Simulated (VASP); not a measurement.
Here is a VASP 6.6.1 calculation.

INCAR

```
ALGO = Normal
EDIFF = 1E-6
ENCUT = 900
GGA = PS
ISIF = 2
ISMEAR = 0
LASPH = T
LCHARG = F
LREAL = F
LWAVE = F
NELM = 60
PREC = Accurate
SIGMA = 0.1
```

The input KPOINTS:

```
k-points
0
Gamma
  14 10 10
```

POSCAR

```
Sb
1.0
    3.0655800000      0.0000000000      0.0152100000
    0.0000000000      4.3289800000      0.0000000000
   -0.0166700000      0.0000000000      4.3295000000
Sb
2
Direct
    0.0004300000      0.7500000000      0.7499400000
    0.9995700000      0.2500000000      0.2500600000
```

Potentials or basis: VASP PAW PBE potentials, release 64 (Sb).

Command:

```sh
$ cat potpaw_PBE.64/Sb/POTCAR > POTCAR
$ mpirun -np 1 vasp_std > vasp.out
```

Estimate the band gap on the k mesh.

none (metal or under the smearing width).

What does it give for the pressure?

0.0 GPa.

Caveat: the PAW data sets were made with another functional, which shifts forces and pressure a little. The run has no spin-orbit coupling, so splittings on Sb are missing.
